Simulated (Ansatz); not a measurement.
**HfC in Ansatz: convergence with ecutrho ratio**

HfC:

```
Hf C
1.0
     0.00000    2.32500    2.32500
     2.32500    0.00000    2.32500
     2.32500    2.32500    0.00000
Hf C
1 1
Direct
  0.48872 0.50833 0.48842
  0.99015 0.01910 0.99366
```

The cell isn't the ideal one: atoms moved at random, drawn with an rms of 0.05 Å.

| Item | Value |
| --- | --- |
| Program | Ansatz 0.2.0 |
| Task | convergence study |
| Functional | PBE |
| Potentials or basis | PseudoDojo stringent (PBE files) |
| Cutoff | 1796 eV |
| Density cutoff | 7184 eV |
| k mesh | 7 × 7 × 7 |
| Occupations | methfessel-paxton, width 0.05 eV |
| Spin | no spin polarisation |

These are the settings of the first run; the series varies ecutrho ratio, with any setting tied to it.

Hardware: 2 threads of Arm Neoverse V1, with other jobs on the host.

```
ecutrho ratio  energy less the tightest run, at zero smearing (meV/atom)  SCF cycles  CPU time (s)  peak memory (GiB)
            4                                                       0.00           9            55               0.67
            5                                                       0.00           9            54               0.69
            6                                                       0.00           9            55               0.73
            8                                                       0.00           9            56               0.82
           10                                                       0.00           9            53               0.83
           12                                                       0.00           9            52               0.92
```

Against the tightest run, the energy stays within 1 meV/atom from 4 on. The tightest run that finished is the yardstick and may itself not be fully converged.

Spin-orbit coupling is left out, which matters for the levels of Hf.
